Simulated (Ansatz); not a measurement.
An Ansatz run on BeTe built on the zincblende prototype left the output below. Cell and atoms come from a relaxation with r2SCAN.

Structure:
```
CELL_PARAMETERS angstrom
0.00000 2.82862 2.82862
2.82862 0.00000 2.82862
2.82862 2.82862 0.00000
ATOMIC_POSITIONS crystal
Be 0.00000 0.00000 0.00000
Te 0.25000 0.25000 0.25000
```

Output, abridged:
```
scf.n_extra_bands = 4 over 9 filled bands (N_el = 18.0): the run solves 13 bands
Pseudopotential: Be, paw, valence charge 2, recommended cutoff 500 eV (meta_gga)
Pseudopotential: Te, paw, valence charge 16, recommended cutoff 500 eV (meta_gga)
Functional definition: r2SCAN
Crystal: 2 atoms, lattice volume = 45.264 Å³
Basis set: ecut = 500 eV, 1139 PW (Γ)
Symmetry: 24 space group operations
Space group: F-43m (ITA 216)
k-points: 29 of 512 (time reversal used)
preconditioner: auto → none  [insulator: Δε(μ)=2.330 eV  ℏωp=15.6 eV]
SCF converged after 6 iterations
Free energy (F): -7089.089393 eV
Fermi energy:    7.066793 eV
--- Per-component energies (eV) ---
  E_band       = -282.898177
  E_kinetic    = 199.212315
  E_local      = -1380.921611
  E_nonlocal   = -305.558078
  E_hartree    = 861.991485
  E_xc         = -133.474276
  E_vxc        = -132.911020
  E_paw        = -4748.186311
  E_vpaw       = -394.260625
  E_vtau       = 7.559179
  E_ewald      = -1582.425711
  E_core_change = 0.272828
--- Forces (eV/Å), atoms counted from 1 ---
  atom   1  Be      0.00000      0.00000      0.00000
  atom   2  Te      0.00000      0.00000      0.00000
--- Stress (GPa, compression-positive) ---
       -0.000954       0.000000       0.000000
        0.000000      -0.000954       0.000000
        0.000000       0.000000      -0.000954
  P = ⅓ Tr σ = -0.0010 GPa (-0.010 kbar)
--- Band table (eV; the first three rows and the last of 29) ---
  k-point 0: bands = […, -29.9189, -29.9189, -5.6306, 7.0668, 7.0668, 7.0668, 11.1070, 11.1070, 11.1070, 11.4568]
  k-point 1: bands = […, -29.9188, -29.9188, -5.4763, 5.7573, 6.8336, 6.8336, 11.0802, 11.4581, 11.4581, 12.6961]
  k-point 2: bands = […, -29.9186, -29.9186, -5.0506, 3.6999, 6.3907, 6.3907, 10.8384, 12.0057, 12.0057, 14.7080]
  k-point 28: bands = […, -29.9197, -29.9172, -3.6710, 2.3330, 3.3218, 3.8334, 12.7476, 13.1736, 13.2626, 13.6798]
```

bands.tsv, columns around the gap (it counts bands from 0):
```tsv
# k_distance	band_4	band_5	band_6	band_7	band_8	band_9	band_10	band_11	band_12
# fermi_ev = 7.066793
# [0, 0, 0] at k_distance = 0.000000
# [-0.5, -0.5, 0] at k_distance = 1.110644
# [-0.375, -0.375, 0.25] at k_distance = 1.503315
# [-0.375, 0, 0.375] at k_distance = 2.183443
# [0, 0, 0.5] at k_distance = 2.863570
# [-0.5, -0.25, 0.25] at k_distance = 3.648914
# [0, 0.5, 0.5] at k_distance = 4.890651
# levels_relative_to = fermi_ev
0.000	-36.986	-12.697	0.000	0.000	0.000	4.040	4.040	4.040	4.390
1.111	-36.983	-10.771	-5.265	-2.690	-2.690	2.375	3.014	10.521	10.521
1.503	-36.984	-10.797	-4.905	-3.927	-2.267	3.101	5.745	8.530	8.883
2.183	-36.984	-10.797	-4.905	-3.927	-2.267	3.101	5.745	8.530	8.883
2.864	-36.985	-11.291	-5.671	-1.146	-1.146	3.512	5.040	5.040	8.472
3.649	-36.984	-10.738	-4.734	-3.745	-3.233	5.681	6.107	6.196	6.613
4.891	-36.983	-10.771	-5.265	-2.690	-2.690	2.375	3.014	10.521	10.521
```
In order the rows are Γ, X, U, K, L, W, X.

Q: What input produced it? Give the YAML.

A:
```yaml
crystal:
  # lattice and atoms as above
kpoints:
  mp_grid: { grid: [8, 8, 8] }
  band_path:
    path:
      - [0.0, 0.0, 0.0]
      - [-0.5, -0.5, 0.0]
      - [-0.375, -0.375, 0.25]
      - [-0.375, 0.0, 0.375]
      - [0.0, 0.0, 0.5]
      - [-0.5, -0.25, 0.25]
      - [0.0, 0.5, 0.5]
    npoints: 1
hamiltonian:
  xc: r2scan
scf:
  occupations: { method: fixed }
  n_extra_bands: 4
output:
  forces: true
  stress: true
  eigenvalues: true
```
A single point prints forces and stress when the output block asks for them. The term E_vtau belongs to a meta-GGA, which reads the kinetic-energy density. Not every key shows in the log; this is the file that was used.

Command: `ansatz run input.yaml --threads 4 --pin off --max-ram 7372MiB --backend cpu --events-out ev --progress --plain --runs-dir out`. Wall time 1.5 s on 4 threads of Arm Neoverse V1 (shared host), load about 0.3 per core; peak host memory 0.43 GiB.

(Simulation; spin polarisation is off.)

No spin-orbit coupling is included; it can move band edges with weight on the heavy atoms by tenths of an eV.
